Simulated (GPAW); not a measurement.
Here is a GPAW 26.7.0 calculation.

SnSe.xyz

```xyz
2
Lattice="0.0000000000 3.0100000000 3.0100000000 3.0100000000 0.0000000000 3.0100000000 3.0100000000 3.0100000000 0.0000000000" Properties=species:S:1:pos:R:3 pbc="T T T"
Sn     0.0000000000      0.0000000000      0.0000000000
Se     3.0100000000      3.0100000000      3.0100000000
```

Potentials or basis: GPAW PAW data sets (gpaw-data 1.2.1), pw.

Launch:

```bash
$ OMP_NUM_THREADS=1 gpaw run SnSe.xyz -p 'mode=PW(600),xc=PBE,kpts={size:(8,8,8),gamma:True},occupations={name:fermi-dirac,width:0.05},nbands=19,convergence={density:1e-05,energy:1e-05},maxiter=150,txt=gpaw.txt' --properties efs -w gs.gpw
```

Estimate the band gap on the k mesh.

0.60 eV, direct.

What does it give for the pressure?

0.8 GPa.

Caveat: spin-orbit coupling is left out, which moves the levels of the heavy elements. A k mesh can miss the band edges.
